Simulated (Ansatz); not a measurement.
## Au under strain

All numbers below come from DFT PBEsol, scalar-relativistic, plane waves, PAW (Ansatz). Run with 420 eV cutoff, 18×10×12 k-mesh, Gaussian smearing of 0.10 eV, no spin polarisation.

Starting point, cell and atoms relaxed:

```yaml
crystal:
  lattice:
    - [2.82003, 0.00000, 0.00000]
    - [0.00000, 5.03401, 0.00000]
    - [0.00000, 0.00000, 4.80068]
  atoms:
    - { symbol: Au, position: [0.00000, 0.33614, 0.75000] }
    - { symbol: Au, position: [0.50000, 0.16386, 0.25000] }
    - { symbol: Au, position: [0.50000, 0.83614, 0.75000] }
    - { symbol: Au, position: [0.00000, 0.66386, 0.25000] }
```

Deformation: biaxial strain in the a-b plane, with the length and tilt of c and the atoms relaxed, all within the symmetry that the strain leaves. Energies are extrapolated to zero smearing. Stress is positive in compression, on the Cartesian axes of the cell above. On this cell's mesh the reference holds a stress of up to 0.66 GPa.

Spin–orbit coupling is left out, which can shift energies with elements as heavy as these.

Strains computed: -2.0, -1.0, +1.0 %.

At which strain does the energy stand 1.9 meV/atom over the relaxed crystal with σxx = 3.27, σyy = 1.40, σzz = 0.00 GPa?

-1.0 %.

This form isn't the element's structure at ambient conditions.